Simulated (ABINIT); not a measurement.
Cu:

```xyz
1
Lattice="0.0000 1.8075 1.8075 1.8075 0.0000 1.8075 1.8075 1.8075 0.0000" Properties=species:S:1:pos:R:3 pbc="T T T"
Cu    0.0000    0.0000    0.0000
```

Base run:

| Item | Value |
| --- | --- |
| Program | ABINIT 10.8.3 (patched build) |
| Functional | revPBE |
| Potentials or basis | PseudoDojo NC SR PBE v0.4.1 standard |
| Cutoff | 1252 eV |
| k mesh | 13 × 13 × 13 |
| Occupations | fermi-dirac, width 0.05 eV |
| Spin | no spin polarisation |

Its results: band gap on the k mesh none (metal or under the smearing width); pressure 5.6 GPa.

Question: After a change of settings the same cell gave: band gap on the k mesh none (metal or under the smearing width); pressure 4.6 GPa. Which change was it?
A. functional from revPBE to OLYP
B. functional from revPBE to PBE; potentials or basis from PseudoDojo NC SR PBE v0.4.1 standard to PseudoDojo NC SR PBE v0.5 standard
C. functional from revPBE to rPW86PBE
D. functional from revPBE to PBE; potentials or basis from PseudoDojo NC SR PBE v0.4.1 standard to Ansatz NC PBE

Answer: A.

Caveats: the potentials were made for another functional, which shifts forces and pressure.
